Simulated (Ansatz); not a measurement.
**CdSe (Fm-3m): from the listed cell to zero pressure**

Where does the pressure of CdSe (Fm-3m) vanish?

Computed with Ansatz 0.2.0 (DFT r²SCAN, scalar-relativistic, plane waves, PAW, unless a step's input says otherwise).

## 1. Starting point

The structure is cubic, space group Fm-3m (No. 225). Conventional cell: a = 5.748 Å, b = 5.748 Å, c = 5.748 Å, α = 90.00°, β = 90.00°, γ = 90.00°. Cd (site symmetry m-3m) has 6 Se at 2.87 Å as nearest neighbours. Se (site symmetry m-3m) has 6 Cd at 2.87 Å as nearest neighbours.

As a file:

```cif
data_structure
_symmetry_space_group_name_H-M 'Fm-3m'
_symmetry_Int_Tables_number 225
_cell_length_a 5.7479
_cell_length_b 5.7479
_cell_length_c 5.7479
_cell_angle_alpha 90.000
_cell_angle_beta 90.000
_cell_angle_gamma 90.000
_cell_volume 189.90
loop_
_atom_site_label
_atom_site_type_symbol
_atom_site_symmetry_multiplicity
_atom_site_Wyckoff_symbol
_atom_site_fract_x
_atom_site_fract_y
_atom_site_fract_z
_atom_site_occupancy
Cd1 Cd 4 a 0.00000 0.00000 0.00000 1
Se1 Se 4 b 0.50000 0.00000 0.00000 1
```

## 2. First run, at the start cell

input.yaml reads:

```yaml
crystal:
  lattice:
    - [0.0, 2.873958, 2.873958]
    - [2.873958, 0.0, 2.873958]
    - [2.873958, 2.873958, 0.0]
  atoms:
    - { symbol: Cd, position: [0.0, 0.0, 0.0] }
    - { symbol: Se, position: [0.5, 0.5, 0.5] }
basis:
  ecutwfc: 420
  ecutrho_ratio: 4
kpoints:
  mp_grid: { grid: [6, 6, 6] }
hamiltonian:
  xc: pbe
scf:
  occupations: { method: gaussian, width: 0.05 }
output:
  forces: true
  stress: true
  eigenvalues: true
```

The run is started by

```sh
> ansatz run input.yaml --threads 1 --pin off --max-ram 2560MiB --backend cpu --events-out ev --progress --plain --runs-dir out
```

Output, cut to the lines that bear on the results:

```text
Warning: RAYON_NUM_THREADS=1 ignored (pool sized by the plan → 1); use --threads N
[...]
Pseudopotentials: kind: paw
Pseudopotential: Cd, paw, valence charge 20, recommended cutoff 420 eV (normal), Cd.paw.azcp
Pseudopotential: Se, paw, valence charge 16, recommended cutoff 420 eV (normal), Se.paw.azcp
Functional definition: PBE
[...]
Crystal: 2 atoms, lattice volume = 47.476 Å³
Basis set: ecut = 420 eV, 941 PW (Γ), exchange–correlation on 60×60×60 points (8 copies of the dense FFT grid, shifted against one another)
Bands: 22, of which v1, the nominal top of the filled ones, is band 18 counted from 1 (17 counted from 0)
Symmetry: 48 space group operations
Space group: Fm-3m (ITA 225), of the structure as read, at distance tolerance 3.6e-5 Å
k-points: 16 of 216
[...]
SCF iter   1: F=—  HF=-13724.497084 eV  |F-HF|=—  |Δ(HF+E_count)|=         —  Δρ=7.27e-4  dr2=1.95e-4  ethr=1.77e-3  ⟨swp⟩=5.8  Hψ=1436  notcnv=0
[...]
SCF iter   6: F=-13724.497990 eV  HF=-13724.497990 eV  |F-HF|=1.19e-9  |Δ(HF+E_count)|=   2.46e-8  Δρ=2.59e-6  dr2=2.57e-9  ethr=1.42e-10  ⟨swp⟩=2.0  Hψ=1165  notcnv=0
[...]
SCF converged after 6 iterations
Free energy (F): -13724.497990 eV
[...]
E sigma→0 (E₀):  -13724.497225 eV
Entropy (-TS):   -0.001531 eV (-0.766 meV/atom)
Fermi energy:    10.004727 eV
[...]
--- Forces (eV/Å), atoms counted from 1 ---
  atom   1  Cd    -0.00000000     0.00000000     0.00000000
  atom   2  Se     0.00000000     0.00000000     0.00000000
[...]
--- Stress (GPa, compression-positive) ---
       -0.303586       0.000000      -0.000000
       -0.000000      -0.303586      -0.000000
       -0.000000       0.000000      -0.303586
  P = ⅓ Tr σ = -0.3036 GPa (-3.036 kbar)
--- Band table (eV; the first three rows and the last of 16) ---
  k-point 0: bands = ["-91.9062", "-52.9762", "-52.9762", "-52.9762", "-36.7271", "-36.7271", "-36.7243", "-36.7243", "-36.7243", "-2.8695", "2.1048", "2.1048", "2.1210", "2.1210", "2.1210", "9.3949", "9.3949", "9.3949", "10.1014", "18.6802", "18.6802", "18.6802"]
[...]
```

It took 1.4 s on 1 thread of Intel Xeon at 2.70GHz, shared host; peak memory 0.33 GiB.

This gives: volume 23.738 Å³/atom, pressure -0.30 GPa, a metal on this mesh.

## 3. A new volume, run 2

Changes to input.yaml since step 2:

```diff
@@ -2,5 +2,5 @@
   lattice:
-    - [0.0, 2.873958, 2.873958]
-    - [2.873958, 0.0, 2.873958]
-    - [2.873958, 2.873958, 0.0]
+    - [0.0, 2.8701209354, 2.8701209354]
+    - [2.8701209354, 0.0, 2.8701209354]
+    - [2.8701209354, 2.8701209354, 0.0]
   atoms:
```

The run is started by

```sh
> ansatz run input.yaml --threads 1 --pin off --max-ram 2560MiB --backend cpu --events-out ev --progress --plain --runs-dir out
```

Output, cut to the lines that bear on the results:

```text
Warning: RAYON_NUM_THREADS=1 ignored (pool sized by the plan → 1); use --threads N
[...]
Pseudopotentials: kind: paw
Pseudopotential: Cd, paw, valence charge 20, recommended cutoff 420 eV (normal), Cd.paw.azcp
Pseudopotential: Se, paw, valence charge 16, recommended cutoff 420 eV (normal), Se.paw.azcp
Functional definition: PBE
[...]
Crystal: 2 atoms, lattice volume = 47.286 Å³
Basis set: ecut = 420 eV, 941 PW (Γ), exchange–correlation on 60×60×60 points (8 copies of the dense FFT grid, shifted against one another)
Bands: 22, of which v1, the nominal top of the filled ones, is band 18 counted from 1 (17 counted from 0)
Symmetry: 48 space group operations
Space group: Fm-3m (ITA 225), of the structure as read, at distance tolerance 3.6e-5 Å
k-points: 16 of 216
[...]
SCF iter   1: F=—  HF=-13724.497294 eV  |F-HF|=—  |Δ(HF+E_count)|=         —  Δρ=7.33e-4  dr2=1.95e-4  ethr=1.77e-3  ⟨swp⟩=5.8  Hψ=1441  notcnv=0
[...]
SCF iter   6: F=-13724.498214 eV  HF=-13724.498214 eV  |F-HF|=1.25e-9  |Δ(HF+E_count)|=   2.48e-8  Δρ=2.61e-6  dr2=2.61e-9  ethr=1.36e-10  ⟨swp⟩=2.0  Hψ=1152  notcnv=0
[...]
SCF converged after 6 iterations
Free energy (F): -13724.498214 eV
[...]
E sigma→0 (E₀):  -13724.497450 eV
Entropy (-TS):   -0.001528 eV (-0.764 meV/atom)
Fermi energy:    10.071025 eV
[...]
--- Forces (eV/Å), atoms counted from 1 ---
  atom   1  Cd    -0.00000000     0.00000000     0.00000000
  atom   2  Se     0.00000000    -0.00000000     0.00000000
[...]
--- Stress (GPa, compression-positive) ---
       -0.065849      -0.000000      -0.000000
        0.000000      -0.065849       0.000000
       -0.000000       0.000000      -0.065849
  P = ⅓ Tr σ = -0.0658 GPa (-0.658 kbar)
--- Band table (eV; the first three rows and the last of 16) ---
  k-point 0: bands = ["-91.8450", "-52.9151", "-52.9151", "-52.9151", "-36.6671", "-36.6671", "-36.6643", "-36.6643", "-36.6643", "-2.8273", "2.1637", "2.1637", "2.1799", "2.1799", "2.1799", "9.4550", "9.4550", "9.4550", "10.1830", "18.7498", "18.7498", "18.7498"]
[...]
```

Run time: 1.9 s. Hardware: 1 thread of Intel Xeon at 2.70GHz, shared host; peak memory 0.33 GiB.

Read off: volume 23.643 Å³/atom, pressure -0.07 GPa, metallic.

## 4. Another level, run 3

Changes to input.yaml since step 3:

```diff
@@ -9,8 +9,8 @@
 basis:
-  ecutwfc: 420
+  ecutwfc: 500
   ecutrho_ratio: 4
 kpoints:
-  mp_grid: { grid: [6, 6, 6] }
+  mp_grid: { grid: [10, 10, 10] }
 hamiltonian:
-  xc: pbe
+  xc: r2scan
 scf:
```

The run is started by

```sh
> ansatz run input.yaml --threads 1 --pin off --max-ram 2560MiB --backend cpu --events-out ev --progress --plain --runs-dir out
```

Output, cut to the lines that bear on the results:

```text
Warning: RAYON_NUM_THREADS=1 ignored (pool sized by the plan → 1); use --threads N
[...]
Pseudopotentials: kind: paw
Pseudopotential: Cd, paw, valence charge 20, recommended cutoff 500 eV (meta_gga), Cd.paw.azcp
Pseudopotential: Se, paw, valence charge 16, recommended cutoff 500 eV (meta_gga), Se.paw.azcp
Functional definition: r2SCAN
[...]
Crystal: 2 atoms, lattice volume = 47.286 Å³
Basis set: ecut = 500 eV, 1243 PW (Γ), exchange–correlation on 120×120×120 points (64 copies of the dense FFT grid, shifted against one another)
Bands: 22, of which v1, the nominal top of the filled ones, is band 18 counted from 1 (17 counted from 0)
Symmetry: 48 space group operations
Space group: Fm-3m (ITA 225), of the structure as read, at distance tolerance 3.6e-5 Å
k-points: 47 of 1000
[...]
SCF iter   1: F=—  HF=-13747.615743 eV  |F-HF|=—  |Δ(HF+E_count)|=         —  Δρ=7.92e-3  dr2=2.83e-2  dr2_τ=1.61e-2  ethr=1.77e-3  ⟨swp⟩=5.8  Hψ=4297  notcnv=0
[...]
SCF iter   6: F=-13747.621780 eV  HF=-13747.621780 eV  |F-HF|=1.79e-8  |Δ(HF+E_count)|=   2.14e-7  Δρ=1.70e-5  dr2=6.12e-8  dr2_τ=4.23e-9  ethr=2.78e-10  ⟨swp⟩=5.0  Hψ=4604  notcnv=0
[...]
SCF converged after 6 iterations
Free energy (F): -13747.621780 eV
[...]
E sigma→0 (E₀):  -13747.621598 eV
Entropy (-TS):   -0.000363 eV (-0.181 meV/atom)
Fermi energy:    9.849306 eV
[...]
--- Forces (eV/Å), atoms counted from 1 ---
  atom   1  Cd    -0.00000000     0.00000000    -0.00000000
  atom   2  Se     0.00000000    -0.00000000     0.00000000
[...]
--- Stress (GPa, compression-positive) ---
       -1.874729       0.000000       0.000000
       -0.000000      -1.874729       0.000000
       -0.000000       0.000000      -1.874729
  P = ⅓ Tr σ = -1.8747 GPa (-18.747 kbar)
--- Band table (eV; the first three rows and the last of 47) ---
  k-point 0: bands = ["-94.9508", "-55.1152", "-55.1152", "-55.1152", "-37.5624", "-37.5624", "-37.5577", "-37.5577", "-37.5577", "-3.4871", "1.5864", "1.5864", "1.5978", "1.5978", "1.5978", "9.1855", "9.1855", "9.1855", "10.5387", "18.9968", "18.9968", "18.9968"]
[...]
```

It took 6.9 s on 1 thread of Intel Xeon at 2.70GHz, shared host; peak memory 0.49 GiB.

This gives: volume 23.643 Å³/atom, pressure -1.87 GPa, mesh gap 0.03 eV.

## 5. Next volume, run 4

Changes to input.yaml since step 4:

```diff
@@ -2,5 +2,5 @@
   lattice:
-    - [0.0, 2.8701209354, 2.8701209354]
-    - [2.8701209354, 0.0, 2.8701209354]
-    - [2.8701209354, 2.8701209354, 0.0]
+    - [0.0, 2.8581136657, 2.8581136657]
+    - [2.8581136657, 0.0, 2.8581136657]
+    - [2.8581136657, 2.8581136657, 0.0]
   atoms:
```

The run is started by

```sh
> ansatz run input.yaml --threads 1 --pin off --max-ram 2560MiB --backend cpu --events-out ev --progress --plain --runs-dir out
```

Output, cut to the lines that bear on the results:

```text
Warning: RAYON_NUM_THREADS=1 ignored (pool sized by the plan → 1); use --threads N
[...]
Pseudopotentials: kind: paw
Pseudopotential: Cd, paw, valence charge 20, recommended cutoff 500 eV (meta_gga), Cd.paw.azcp
Pseudopotential: Se, paw, valence charge 16, recommended cutoff 500 eV (meta_gga), Se.paw.azcp
Functional definition: r2SCAN
[...]
Crystal: 2 atoms, lattice volume = 46.695 Å³
Basis set: ecut = 500 eV, 1243 PW (Γ), exchange–correlation on 120×120×120 points (64 copies of the dense FFT grid, shifted against one another)
Bands: 22, of which v1, the nominal top of the filled ones, is band 18 counted from 1 (17 counted from 0)
Symmetry: 48 space group operations
Space group: Fm-3m (ITA 225), of the structure as read, at distance tolerance 3.6e-5 Å
k-points: 47 of 1000
[...]
SCF iter   1: F=—  HF=-13747.620572 eV  |F-HF|=—  |Δ(HF+E_count)|=         —  Δρ=7.97e-3  dr2=2.79e-2  dr2_τ=1.62e-2  ethr=1.77e-3  ⟨swp⟩=5.8  Hψ=4290  notcnv=0
[...]
SCF iter   6: F=-13747.627274 eV  HF=-13747.627274 eV  |F-HF|=1.64e-8  |Δ(HF+E_count)|=   2.31e-7  Δρ=1.69e-5  dr2=6.03e-8  dr2_τ=4.07e-9  ethr=2.78e-10  ⟨swp⟩=5.0  Hψ=4597  notcnv=0
[...]
SCF converged after 6 iterations
Free energy (F): -13747.627274 eV
[...]
E sigma→0 (E₀):  -13747.627092 eV
Entropy (-TS):   -0.000364 eV (-0.182 meV/atom)
Fermi energy:    10.059330 eV
[...]
--- Forces (eV/Å), atoms counted from 1 ---
  atom   1  Cd    -0.00000000     0.00000000     0.00000000
  atom   2  Se     0.00000000     0.00000000     0.00000000
[...]
--- Stress (GPa, compression-positive) ---
       -1.086074       0.000000       0.000000
       -0.000000      -1.086074       0.000000
       -0.000000      -0.000000      -1.086074
  P = ⅓ Tr σ = -1.0861 GPa (-10.861 kbar)
--- Band table (eV; the first three rows and the last of 47) ---
  k-point 0: bands = ["-94.7543", "-54.9190", "-54.9190", "-54.9190", "-37.3735", "-37.3735", "-37.3686", "-37.3686", "-37.3686", "-3.3568", "1.7750", "1.7750", "1.7870", "1.7870", "1.7870", "9.3741", "9.3741", "9.3741", "10.8034", "19.2181", "19.2181", "19.2181"]
[...]
```

It took 5.2 s on 1 thread of Intel Xeon at 2.70GHz, shared host; peak memory 0.5 GiB.

In short: volume 23.347 Å³/atom, pressure -1.09 GPa, mesh gap 0.03 eV.

## 6. Next volume, run 5

Changes to input.yaml since step 5:

```diff
@@ -2,5 +2,5 @@
   lattice:
-    - [0.0, 2.8581136657, 2.8581136657]
-    - [2.8581136657, 0.0, 2.8581136657]
-    - [2.8581136657, 2.8581136657, 0.0]
+    - [0.0, 2.8426916014, 2.8426916014]
+    - [2.8426916014, 0.0, 2.8426916014]
+    - [2.8426916014, 2.8426916014, 0.0]
   atoms:
```

The run is started by

```sh
> ansatz run input.yaml --threads 1 --pin off --max-ram 2560MiB --backend cpu --events-out ev --progress --plain --runs-dir out
```

Output, cut to the lines that bear on the results:

```text
Warning: RAYON_NUM_THREADS=1 ignored (pool sized by the plan → 1); use --threads N
[...]
Pseudopotentials: kind: paw
Pseudopotential: Cd, paw, valence charge 20, recommended cutoff 500 eV (meta_gga), Cd.paw.azcp
Pseudopotential: Se, paw, valence charge 16, recommended cutoff 500 eV (meta_gga), Se.paw.azcp
Functional definition: r2SCAN
[...]
Crystal: 2 atoms, lattice volume = 45.943 Å³
Basis set: ecut = 500 eV, 1211 PW (Γ), exchange–correlation on 120×120×120 points (64 copies of the dense FFT grid, shifted against one another)
Bands: 22, of which v1, the nominal top of the filled ones, is band 18 counted from 1 (17 counted from 0)
Symmetry: 48 space group operations
Space group: Fm-3m (ITA 225), of the structure as read, at distance tolerance 3.6e-5 Å
k-points: 47 of 1000
[...]
SCF iter   1: F=—  HF=-13747.622225 eV  |F-HF|=—  |Δ(HF+E_count)|=         —  Δρ=8.02e-3  dr2=2.74e-2  dr2_τ=1.63e-2  ethr=1.77e-3  ⟨swp⟩=5.7  Hψ=4281  notcnv=0
[...]
SCF iter   6: F=-13747.629846 eV  HF=-13747.629846 eV  |F-HF|=2.29e-8  |Δ(HF+E_count)|=   2.44e-7  Δρ=1.76e-5  dr2=6.45e-8  dr2_τ=4.32e-9  ethr=2.78e-10  ⟨swp⟩=5.1  Hψ=4553  notcnv=0
[...]
SCF converged after 6 iterations
Free energy (F): -13747.629846 eV
[...]
E sigma→0 (E₀):  -13747.629661 eV
Entropy (-TS):   -0.000368 eV (-0.184 meV/atom)
Fermi energy:    10.334863 eV
[...]
--- Forces (eV/Å), atoms counted from 1 ---
  atom   1  Cd    -0.00000000    -0.00000000     0.00000000
  atom   2  Se     0.00000000    -0.00000000    -0.00000000
[...]
--- Stress (GPa, compression-positive) ---
        0.004406       0.000000       0.000000
       -0.000000       0.004406      -0.000000
       -0.000000       0.000000       0.004406
  P = ⅓ Tr σ = 0.0044 GPa (0.044 kbar)
--- Band table (eV; the first three rows and the last of 47) ---
  k-point 0: bands = ["-94.4979", "-54.6628", "-54.6628", "-54.6628", "-37.1264", "-37.1264", "-37.1212", "-37.1212", "-37.1212", "-3.1870", "2.0208", "2.0208", "2.0337", "2.0337", "2.0337", "9.6212", "9.6212", "9.6212", "11.1510", "19.5079", "19.5079", "19.5079"]
[...]
```

Wall time 4.8 s (1 thread of Intel Xeon at 2.70GHz, shared host); peak memory 0.49 GiB.

This gives: volume 22.971 Å³/atom, pressure 0.00 GPa, mesh gap 0.03 eV.

## 7. The runs together

```csv
run,functional,volume (Å³/atom),pressure (GPa),energy from the first of its functional (meV/atom),k mesh
1,PBE,23.738,-0.30,0.0,6×6×6
2,PBE,23.643,-0.07,-0.1,6×6×6
3,r2SCAN,23.643,-1.87,0.0,10×10×10
4,r2SCAN,23.347,-1.09,-2.7,10×10×10
5,r2SCAN,22.971,0.00,-4.0,10×10×10
```

The functional changes along the chain: a cheaper one finds the volume first.

## 8. Outcome

| quantity | value |
| --- | --- |
| volume | 22.971 Å³/atom |
| pressure | 0.00 GPa |
| conventional cell | a = 5.685 Å, b = 5.685 Å, c = 5.685 Å, α = 90.00°, β = 90.00°, γ = 90.00° |
| gap on the mesh | 0.03 eV |

In words: The volume went from 23.74 to 22.97 Å³/atom (-3.2 %), where 0.00 GPa is left.
